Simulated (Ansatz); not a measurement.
**Y (bcc type): a single-point run**

The task is a single-point run on Y (bcc type).

Computed with Ansatz 0.2.0 (DFT, PBE, all-electron LAPW, scalar-relativistic, unless a step's input says otherwise).

## 1. The system as given

The structure is cubic, space group Im-3m (No. 229). The conventional cell has a = 3.933 Å, b = 3.933 Å, c = 3.933 Å, α = 90.00°, β = 90.00°, γ = 90.00°. Y (site symmetry m-3m) is surrounded by 8 Y at 3.41 Å.

As a file:

```cif
data_structure
_symmetry_space_group_name_H-M 'P 1'
_symmetry_Int_Tables_number 1
_cell_length_a 3.4057
_cell_length_b 3.4057
_cell_length_c 3.4057
_cell_angle_alpha 109.471
_cell_angle_beta 109.471
_cell_angle_gamma 109.471
_cell_volume 30.41
loop_
_atom_site_label
_atom_site_type_symbol
_atom_site_fract_x
_atom_site_fract_y
_atom_site_fract_z
_atom_site_occupancy
Y1 Y 0.00000 0.00000 0.00000 1
```

## 2. The run

File input.yaml:

```yaml
crystal:
  lattice:
    - [-1.9662861831, 1.9662861831, 1.9662861831]
    - [1.9662861831, -1.9662861831, 1.9662861831]
    - [1.9662861831, 1.9662861831, -1.9662861831]
  atoms:
    - { symbol: "Y", position: [0.0, 0.0, 0.0] }
kpoints:
  mp_grid: { grid: [1, 1, 1] }
scf:
  occupations: { method: fermi_dirac, width: 0.08 }
  max_iter: 60
hamiltonian:
  xc: pbe
  pseudopotentials: { kind: all_electron, lapw: { basis_error: 0.001 } }
output:
  forces: true
  stress: true
  eigenvalues: true
  populations: true
```

On the command line:

```
> ansatz run input.yaml --threads 1 --pin off --max-ram 2048MiB --backend cpu --events-out ev --progress --plain --runs-dir out
```

What happens when this is run?

The program finished normally. It gives a pressure of 30 GPa, which is large; a structure far from rest gives such values too, whatever the setting.

Look at the input: kpoints.mp_grid.grid is [1, 1, 1]. One k-point can't sample the Brillouin zone of so small a cell.

The test: set kpoints.mp_grid.grid to [13, 13, 13].
